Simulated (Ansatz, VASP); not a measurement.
This is a calculation of ZnO (zincite) for Ansatz 0.2.0.

The input input.yaml:

```yaml
crystal:
  lattice:
    - [3.249308, 0.0, 0.0]
    - [-1.624654, 2.8139832727, 0.0]
    - [0.0, 0.0, 5.205709]
  atoms:
    - { symbol: Zn, position: [0.6666666667, 0.3333333333, 0.0] }
    - { symbol: Zn, position: [0.3333333333, 0.6666666667, 0.5] }
    - { symbol: O, position: [0.3333333333, 0.6666666667, 0.87901] }
    - { symbol: O, position: [0.6666666667, 0.3333333333, 0.37901] }
hamiltonian:
  xc: pbe
  pseudopotentials: { kind: paw }
kpoints:
  mp_grid: { grid: [9, 9, 5] }
scf:
  occupations: { method: gaussian, width: 0.028 }
output:
  forces: true
  stress: true
  eigenvalues: true
```

Potentials or basis: Ansatz PAW.

Launch:

```sh
$ ansatz run input.yaml --threads 2 --pin off --max-ram 5632MiB --backend cpu --events-out ev --progress --plain --runs-dir out
```

Set up the same calculation for VASP 6.6.1. Potentials there: VASP PAW PBE potentials, release 64 (Zn, O).

As run (the cutoff follows the program's own potentials):

INCAR

```
ALGO = Normal
EDIFF = 1E-7
ENCUT = 520
GGA = PE
ISIF = 2
ISMEAR = 0
LASPH = True
LCHARG = True
LELF = True
LREAL = False
LVHAR = True
LWAVE = False
NBANDS = 26
NELM = 80
PREC = Accurate
SIGMA = 0.028000000000000004
```

Contents of KPOINTS:

```
k-points
0
Gamma
  9 9 5
```

Contents of POSCAR:

```
ZnO
1.0
    3.2493080000      0.0000000000      0.0000000000
   -1.6246540000      2.8139832727      0.0000000000
    0.0000000000      0.0000000000      5.2057090000
Zn O
2 2
Direct
    0.6666666667      0.3333333333      0.0000000000
    0.3333333333      0.6666666667      0.5000000000
    0.3333333333      0.6666666667      0.8790100000
    0.6666666667      0.3333333333      0.3790100000
```

Potentials or basis: VASP PAW PBE potentials, release 64 (Zn, O).

Launch:

```console
$ cat potpaw_PBE.64/Zn/POTCAR potpaw_PBE.64/O/POTCAR > POTCAR
$ mpirun -np 1 vasp_std > vasp.out
```

Both were run:

|  | VASP | Ansatz | Ansatz less VASP |
| --- | --- | --- | --- |
| gap on the k mesh at the Fermi level (eV) | 0.79 | 0.80 | +0.015 |
| least direct gap on the mesh (eV) | 0.79 | 0.80 | +0.015 |
| pressure (GPa) | 6.0 | 4.9 | -1.07 |
| largest component of the traceless stress (GPa) | 1.17 | 1.14 | -0.039 |
| rms of the force components (eV/Å) | 0.043 | 0.040 | -0.0024 |

Atom by atom the forces differ by 0.002 eV/Å (rms over components).

Caveats: odd divisions of the mesh miss points on the zone boundary, where band edges often lie, so the gap on the mesh can be too wide (Ansatz); the pressure holds a Pulay correction of +0.7 GPa for the finite cutoff (Ansatz). Expect the measured gap to be larger: semilocal functionals such as PBE lack the derivative discontinuity.
